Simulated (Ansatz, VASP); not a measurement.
# Rb: VASP beside Ansatz

```
CELL_PARAMETERS angstrom
-2.58152 2.58152 2.91824
2.58152 -2.58152 2.91824
2.58152 2.58152 -2.91824
ATOMIC_POSITIONS crystal
Rb 0.00000 0.00000 0.00000
```

Change from the starting cell: strain -0.080 along x and y, +0.040 along z, atoms carried along.

Alike in both runs: task single point; functional PBEsol; k mesh 12 × 12 × 12; occupations gaussian, width 0.15 eV; no spin polarisation.

```csv
,VASP,Ansatz
version,VASP 6.6.1,Ansatz 0.2.0
potentials or method,"VASP PAW PBE potentials, release 64 (Rb_sv)","scalar-relativistic, plane waves, PAW"
plane-wave cutoff (eV),520,420
valence electrons in the cell,9,9
```

```tsv
	VASP	Ansatz	Ansatz less VASP
gap on the k mesh at the Fermi level (eV)	none	none	-
pressure (GPa)	0.4	0.4	0.00
```

A gap of «none» marks a metal or a gap that the smearing closes.

Caveats: the PAW data sets were made with another functional, which shifts forces and pressure a little (VASP).
